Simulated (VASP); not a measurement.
VASP input:

KPOINTS:
```
Automatic mesh
0
Gamma
6 6 6
0 0 0
```

**INCAR**
```
SYSTEM = ZrO2
PREC = Accurate
ENCUT = 520
EDIFF = 1E-6
NELM = 100
ALGO = Normal
LREAL = .FALSE.
LASPH = .TRUE.
ISMEAR = 0
SIGMA = 0.05
LMAXMIX = 4
LWAVE = .FALSE.
LCHARG = .FALSE.
ISIF = 2
METAGGA = R2SCAN
LEPSILON = .TRUE.
```

### POSCAR
```
ZrO2
1
    0.0000000000     2.5959000000     2.5959000000
    2.5959000000     0.0000000000     2.5959000000
    2.5959000000     2.5959000000     0.0000000000
Zr O
1 2
Direct
  0.0000000000   0.0000000000   0.0000000000
  0.2500000000   0.2500000000   0.2500000000
  0.7500000000   0.7500000000   0.7500000000
```

POTCAR, in this order: Zr_sv O (PBE.64 set). Program: vasp_std.

The resulting files:

Q: From input and log, find the fault in this run and mend it.

A: The cause: LEPSILON was set with a meta-GGA. VASP stops with an error: You have switched on METAGGA and linear-response routines. This combination is currently not supported. If you have selected LEPSILON=.TRUE., you can try using LCALCEPS=.TRUE. instead. In all other cases, VASP will stop. SOOO sorry... ----> I REFUSE TO CONTINUE WITH THIS SICK JOB ... BYE!!! <---- To mend it, use a GGA with LEPSILON, or finite fields (LCALCEPS) with the meta-GGA. The plain static run on this cell (PBE GGA, plane waves, VASP's PBE PAW potentials (set 64)) converges, and its OSZICAR ends with
```
   1 F= -.28526477E+02 E0= -.28526477E+02  d E =-.377416E-14
```

The compound is ZrO2 in the fluorite structure, the high-temperature cubic form, which is unstable at 0 K; the monoclinic form is the stable one. The cell was not relaxed at this level.
